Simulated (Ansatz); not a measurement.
# Mn (tetragonal fcc, antiferromagnetic): the cost of one run

Method: DFT LDA, with the methods named in each step, in Ansatz 0.2.0.

### 1 The structure to begin with

Symmetry: I4/mmm, No. 139, tetragonal system. The conventional cell has a = 2.580 Å, b = 2.580 Å, c = 3.500 Å, α = 90.00°, β = 90.00°, γ = 90.00°. Around Mn (site symmetry 4/mmm) lie 12 Mn at 2.53 to 2.58 Å.

Structure file:

```cif
data_structure
_symmetry_space_group_name_H-M 'P 1'
_symmetry_Int_Tables_number 1
_cell_length_a 2.5800
_cell_length_b 2.5800
_cell_length_c 3.5000
_cell_angle_alpha 90.000
_cell_angle_beta 90.000
_cell_angle_gamma 90.000
_cell_volume 23.30
loop_
_atom_site_label
_atom_site_type_symbol
_atom_site_fract_x
_atom_site_fract_y
_atom_site_fract_z
_atom_site_occupancy
Mn1 Mn 0.00000 0.00000 0.00000 1
Mn2 Mn 0.50000 0.50000 0.50000 1
```

Atoms are numbered in the order of the input: Mn1, Mn2.

### 2 Relaxed, PAW

input.yaml reads:

```yaml
crystal:
  lattice:
    - [2.58, 0.0, 0.0]
    - [0.0, 2.58, 0.0]
    - [0.0, 0.0, 3.5]
  atoms:
    - { symbol: Mn, position: [0.0, 0.0, 0.0], spin: 2.5 }
    - { symbol: Mn, position: [0.5, 0.5, 0.5], spin: -2.5 }
magnetization:
  spin_polarized: true
kpoints:
  mp_grid: { grid: [20, 20, 15] }
scf:
  occupations: { method: fermi_dirac, width: 0.05 }
hamiltonian:
  xc: lda
  pseudopotentials: { kind: paw }
output:
  forces: true
  stress: true
relax:
  f_tol: 0.003
  max_steps: 80
  cell: {}
```

Launch:

```
$ ansatz run input.yaml --threads 4 --pin off --max-ram 10240MiB --backend cpu --events-out ev --progress --plain --runs-dir out
```

What time and memory should one allow on 4 threads of Arm Neoverse V1, shared host?

About 57 s, with a peak of 0.65 GiB.
